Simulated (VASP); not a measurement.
**GaN: relaxation of cell and atoms with PBEsol**

The system is GaN.

```
CELL_PARAMETERS angstrom
3.18000 0.00000 0.00000
-1.59000 2.75396 0.00000
0.00000 0.00000 5.16600
ATOMIC_POSITIONS crystal
Ga 0.33333 0.66667 0.00000
Ga 0.66667 0.33333 0.50000
N 0.33333 0.66667 0.37500
N 0.66667 0.33333 0.87500
```

```
Program                : VASP 6.6.1
Task                   : relaxation of cell and atoms
Functional             : PBEsol
Potentials or basis    : VASP PAW PBE potentials, release 64 (Ga_d, N)
Cutoff                 : 600 eV
k mesh                 : 12 × 12 × 5
Occupations            : gaussian, width 0.03 eV
Spin                   : no spin polarisation
Further INCAR settings : ALGO = Normal; EDIFF = 1e-06; IBRION = 2; EDIFFG = -0.01; NSW = 90; ISIF = 3
```

```yaml
Relaxed_volume: 11.35 Å³/atom
Relaxed_cell: a = 3.180 Å, b = 3.180 Å, c = 5.184 Å, α = 90.00°, β = 90.00°, γ = 120.00°
Space_group_after_relaxing_to_0.05_Å: P6_3mc (No. 186)
Energy_gained_by_relaxing: 0.5 meV/atom
Ionic_steps: 6
Pressure_after_relaxing: 0.0 GPa
Largest_force_after_relaxing: 0.006 eV/Å
Band_gap_on_the_k_mesh: 1.91 eV, direct
```

Forces on the atoms (eV/Å):
```
Ga   0.000  0.000 -0.006
Ga   0.000  0.000 -0.006
N    0.000  0.000  0.006
N    0.000  0.000  0.006
```

The path:
```tsv
step	energy change (eV)	largest force (eV/Å)	pressure (GPa)	volume (Å³)
1	0.0000	0.1309	0.66	45.24
2	-0.0005	0.0880	-0.50	45.54
3	-0.0020	0.0103	0.08	45.40
4	-0.0019	0.0049	-0.09	45.41
5	-0.0020	0.0059	0.15	45.37
6	-0.0020	0.0064	0.00	45.39
```

Final structure:
```
Ga N
1.0
     3.17960    0.00000    0.00000
    -1.58980    2.75362    0.00000
     0.00000    0.00000    5.18376
Ga N
2 2
Direct
  0.33333 0.66667 0.99930
  0.66667 0.33333 0.49930
  0.33333 0.66667 0.37570
  0.66667 0.33333 0.87570
```

Levels at points of the mesh, in eV from the valence-band top:
```csv
k point,band 15,band 16,band 17,band 18,band 19,band 20,band 21,band 22
"(0.00, 0.00, 0.00)",-1.05,-0.05,0.00,0.00,1.91,4.23,9.12,9.84
"(0.50, 0.00, 0.00)",-4.29,-2.79,-2.27,-1.02,4.96,5.53,5.95,8.59
```

Wall time 71 s on 2 MPI ranks on Intel(R) Xeon(R) 6975P-C (Granite Rapids), on a shared host, peak memory 0.2 GiB a rank.

Caveat: the PAW data sets were made with another functional, which shifts forces and pressure a little. Zero-point motion and thermal expansion aren't in these numbers.
